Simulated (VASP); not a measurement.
**SnO2 in VASP: one cell, several levels of theory**

What does VASP give for SnO2 in the fluorite structure, the cell held fixed? Runs: PBE, r2SCAN. The results are then set beside those of Ansatz 0.2.0 for the same cell. This is a trial cell built on a prototype, not taken from a measured structure, and it needn't be the compound's ground state.

Program: VASP 6.6.1. PAW datasets, plane waves. No spin polarisation. The prototype was imposed, so other structures may be more stable.

## Step 1: Starting point

The cell comes from an earlier relaxation with r2SCAN in another program.

Space group Fm-3m (No. 225), cubic; a = 5.067 Å in the conventional setting, 10.84 Å³ an atom. Around Sn lie 8 O at 2.19 Å; around O lie 4 Sn at 2.19 Å.

As a file:

```cif
data_structure
_symmetry_space_group_name_H-M 'P 1'
_symmetry_Int_Tables_number 1
_cell_length_a 3.5829
_cell_length_b 3.5829
_cell_length_c 3.5829
_cell_angle_alpha 60.000
_cell_angle_beta 60.000
_cell_angle_gamma 60.000
_cell_volume 32.52
loop_
_atom_site_label
_atom_site_type_symbol
_atom_site_fract_x
_atom_site_fract_y
_atom_site_fract_z
_atom_site_occupancy
Sn1 Sn 0.00000 0.00000 0.00000 1
O1 O 0.25000 0.25000 0.25000 1
O2 O 0.75000 0.75000 0.75000 1
```

## Step 2: Single point with PBE

The input, INCAR:

```
ENCUT = 520.000000
SIGMA = 0.020000
EDIFF = 1.00e-07
GGA = PE
PREC = Accurate
IBRION = -1
ISIF = 2
ISMEAR = -1
NBANDS = 20
NELM = 120
NSW = 0
LASPH = .TRUE.
LCHARG = .FALSE.
LWAVE = .FALSE.
LREAL = .FALSE.
```

The input, KPOINTS:

```
KPOINTS created by Atomic Simulation Environment
0
Gamma
8 8 8
0 0 0
```

The input, KPOINTS_OPT:

```
special points
6
Reciprocal
0.0000000000 0.0000000000 0.0000000000 1
0.5000000000 0.0000000000 0.5000000000 1
0.6250000000 0.2500000000 0.6250000000 1
0.3750000000 0.3750000000 0.7500000000 1
0.5000000000 0.5000000000 0.5000000000 1
0.5000000000 0.2500000000 0.7500000000 1
```

The input, POSCAR:

```
Sn O
 1.0000000000000000
    -0.0000000000000000    2.5334669702819435    2.5334669702819435
     2.5334669702819435   -0.0000000000000000    2.5334669702819435
     2.5334669702819435    2.5334669702819435   -0.0000000000000000
 Sn  O
   1   2
Cartesian
  0.0000000000000000  0.0000000000000000  0.0000000000000000
  1.2667334851409717  1.2667334851409717  1.2667334851409717
  3.8002004554229152  3.8002004554229152  3.8002004554229152
```

The run uses the recommended PBE PAW datasets (26 valence electrons a neutral cell).

Command:

```
$ mpirun -np 1 vasp_std
```

Printed to the terminal (iteration lines stand in OSZICAR):

```text
POSCAR found type information on POSCAR SnO
 POSCAR found :  2 types and       3 ions
 LDA part: xc-table for (Slater+PW92), standard interpolation
 POSCAR, INCAR and KPOINTS ok, starting setup
 FFT: planning ... GRIDC
 FFT: planning ... GRID_SOFT
 FFT: planning ... GRID
 WAVECAR not read
 entering main loop
 Start KPOINTS_OPT (optional k-point list driver)
k-point batch [1-6\6]
```

OSZICAR:

```text
N       E                     dE             d eps       ncg     rms          rms(c)
DAV:   1     0.252147242819E+03    0.25215E+03   -0.13569E+04  1212   0.205E+03
DAV:   2     0.450683264880E+01   -0.24764E+03   -0.23503E+03  1264   0.506E+02
DAV:   3    -0.203868805837E+02   -0.24894E+02   -0.24626E+02  1348   0.135E+02
DAV:   4    -0.210577837658E+02   -0.67090E+00   -0.67031E+00  1300   0.232E+01
DAV:   5    -0.210723326448E+02   -0.14549E-01   -0.14547E-01  1432   0.354E+00    0.110E+01
DAV:   6    -0.178559232052E+02    0.32164E+01   -0.10995E+01  1756   0.568E+01    0.392E+00
DAV:   7    -0.178814455763E+02   -0.25522E-01   -0.67560E-01  1244   0.589E+00    0.196E+00
DAV:   8    -0.178682528738E+02    0.13193E-01   -0.64101E-02  1292   0.256E+00    0.363E-01
DAV:   9    -0.178663867730E+02    0.18661E-02   -0.10871E-02  1708   0.164E+00    0.828E-02
DAV:  10    -0.178669031401E+02   -0.51637E-03   -0.13296E-03  1248   0.369E-01    0.196E-02
DAV:  11    -0.178669076292E+02   -0.44891E-05   -0.43344E-05  1576   0.960E-02    0.137E-02
DAV:  12    -0.178669086763E+02   -0.10471E-05   -0.60882E-06  1260   0.201E-02    0.385E-03
DAV:  13    -0.178669086157E+02    0.60661E-07   -0.10919E-06  1308   0.122E-02    0.111E-03
DAV:  14    -0.178669086776E+02   -0.61885E-07   -0.62650E-08  1080   0.333E-03
   1 F= -.17866909E+02 E0= -.17866907E+02  d E =-.327295E-05
       N       E                     dE             ncg
DAV:   1     0.193210157502E+04   -0.43981E+04      256
DAV:   2     0.521283247384E+03   -0.14108E+04      264
DAV:   3     0.349767930722E+03   -0.17152E+03      280
DAV:   4     0.344465026732E+03   -0.53029E+01      260
DAV:   5     0.344351690942E+03   -0.11334E+00      292
DAV:   6     0.344347333494E+03   -0.43574E-02      264
DAV:   7     0.344347044606E+03   -0.28889E-03      328
DAV:   8     0.344347037350E+03   -0.72553E-05      244
DAV:   9     0.344347036888E+03   -0.46244E-06      244
DAV:  10     0.344347036856E+03   -0.31645E-07      184
```

The lines after F= are the extra pass for the points of KPOINTS_OPT, at fixed density; their E is not a total energy.

Parts of OUTCAR:

```text
k-points           NKPTS =     29   k-points in BZ     NKDIM =     29   number of bands    NBANDS=     20

   NELECT =      26.0000    total number of electrons

   dimension x,y,z NGX =    28 NGY =   28 NGZ =   28
   dimension x,y,z NGXF=    56 NGYF=   56 NGZF=   56

  energy-cutoff  :      520.00
  volume of cell :       32.52
      direct lattice vectors                 reciprocal lattice vectors
     0.000000000  2.533466970  2.533466970    -0.197358010  0.197358010  0.197358010
     2.533466970  0.000000000  2.533466970     0.197358010 -0.197358010  0.197358010
     2.533466970  2.533466970  0.000000000     0.197358010  0.197358010 -0.197358010

 k-points in reciprocal lattice and weights: KPOINTS created by Atomic Simulation Env
   0.00000000  0.00000000  0.00000000       0.002
   0.12500000  0.00000000  0.00000000       0.016
   0.25000000  0.00000000  0.00000000       0.016
   0.37500000  0.00000000  0.00000000       0.016
   0.50000000  0.00000000  0.00000000       0.008
   0.12500000  0.12500000  0.00000000       0.012
   0.25000000  0.12500000  0.00000000       0.047
   0.37500000  0.12500000  0.00000000       0.047
[... 21 more k-points ...]

 E-fermi :   8.1986

 k-point     1 :       0.0000    0.0000    0.0000
  band No.  band energies     occupation
      1     -12.5269      2.00000
      2     -12.5269      2.00000
      3     -12.5269      2.00000
      4     -12.3690      2.00000
      5     -12.3690      2.00000
      6     -11.6959      2.00000
      7      -7.7412      2.00000
      8       5.1049      2.00000
      9       5.1049      2.00000
     10       5.1049      2.00000
     11       6.6390      2.00000
     12       6.6390      2.00000
     13       6.6390      2.00000
     14       8.3179      0.00513
     15      15.1690      0.00000
     16      15.1690      0.00000
     17      15.1690      0.00000
     18      21.5598      0.00000
     19      23.3672      0.00000
     20      23.3672      0.00000

 k-point     2 :       0.1250    0.0000    0.0000
  band No.  band energies     occupation
      1     -12.5955      2.00000
      2     -12.5144      2.00000
      3     -12.5144      2.00000
      4     -12.3694      2.00000
      5     -12.3694      2.00000
      6     -11.5278      2.00000
      7      -7.7291      2.00000
      8       4.5350      2.00000
      9       5.0214      2.00000
     10       5.0214      2.00000
     11       5.7430      2.00000
     12       6.5297      2.00000
     13       6.5297      2.00000
     14       9.6450      0.00000
     15      15.0379      0.00000
     16      15.5624      0.00000
     17      15.5624      0.00000
     18      22.6256      0.00000
     19      23.4147      0.00000
     20      23.4147      0.00000

 k-point     3 :       0.2500    0.0000    0.0000
  band No.  band energies     occupation
      1     -12.7792      2.00000
      2     -12.4908      2.00000
      3     -12.4908      2.00000
      4     -12.3631      2.00000
      5     -12.3631      2.00000
      6     -11.0004      2.00000
      7      -7.8278      2.00000
      8       3.2987      2.00000
      9       4.8367      2.00000
     10       4.8367      2.00000
     11       4.9446      2.00000
     12       6.2680      2.00000
     13       6.2680      2.00000
     14      11.3633      0.00000
     15      15.1631      0.00000
     16      16.6000      0.00000
     17      16.6000      0.00000
     18      23.5237      0.00000
     19      23.5237      0.00000
     20      24.3242      0.00000

 k-point     4 :       0.3750    0.0000    0.0000
  band No.  band energies     occupation
      1     -12.9608      2.00000
      2     -12.4796      2.00000
      3     -12.4796      2.00000
      4     -12.3439      2.00000
      5     -12.3439      2.00000
      6     -10.1947      2.00000
      7      -8.2534      2.00000
      8       2.4217      2.00000
      9       4.3538      2.00000
     10       4.6729      2.00000
     11       4.6729      2.00000
     12       6.0089      2.00000
     13       6.0089      2.00000
     14      12.5377      0.00000
     15      15.7423      0.00000
     16      17.8538      0.00000
     17      17.8538      0.00000
     18      23.5429      0.00000
     19      23.5430      0.00000
     20      24.1617      0.00000

[... the tables of k-points 5 to 29 left out ...]

  Total        2.0280922      2.0280922      2.0280922      0.0000000      0.0000000      0.0000000
  in kB       99.9131237     99.9131237     99.9131237      0.0000000      0.0000000      0.0000000
  external PRESSURE =      99.9131237 kB  Pullay stress =       0.0000000 kB

 POSITION                                       TOTAL-FORCE (eV/Angst)
 -----------------------------------------------------------------------------------
      0.00000      0.00000      0.00000        -0.000000     -0.000000      0.000000
      1.26673      1.26673      1.26673         0.000000      0.000000     -0.000000
      3.80020      3.80020      3.80020        -0.000000     -0.000000      0.000000
 -----------------------------------------------------------------------------------
    total drift:                               -0.000000     -0.000000      0.000000

  FREE ENERGIE OF THE ION-ELECTRON SYSTEM (eV)
  ---------------------------------------------------
  free  energy   TOTEN  =       -17.8669086776 eV

  energy  without entropy=      -17.8669054046  energy(sigma->0) =      -17.86690704
```

Hardware: 1 MPI rank of Intel Xeon Platinum 8488C, shared host.

The levels at the points of KPOINTS_OPT are read from vasprun.xml.

Levels at the named points, in eV from the top of band v (v: the last filled band by count, c: the next):

| point | v−1 | v | c | c+1 |
| --- | --- | --- | --- | --- |
| Γ | -1.40 | -1.40 | 0.28 | 7.13 |
| X | -0.20 | -0.12 | 3.30 | 7.26 |
| U | -0.72 | -0.17 | 4.25 | 8.77 |
| K | -0.72 | -0.17 | 4.25 | 8.77 |
| L | -2.14 | -2.14 | 4.91 | 8.05 |
| W | -0.32 | 0.00 | 4.50 | 9.20 |

Gap with PBE: 0.28 eV, valence top at W, conduction bottom at Γ. Least direct gap: 1.68 eV. The pressure is 9.99 GPa; the forces vanish within 0.01 eV/Å.

(Part 1 of 2 ends here.)
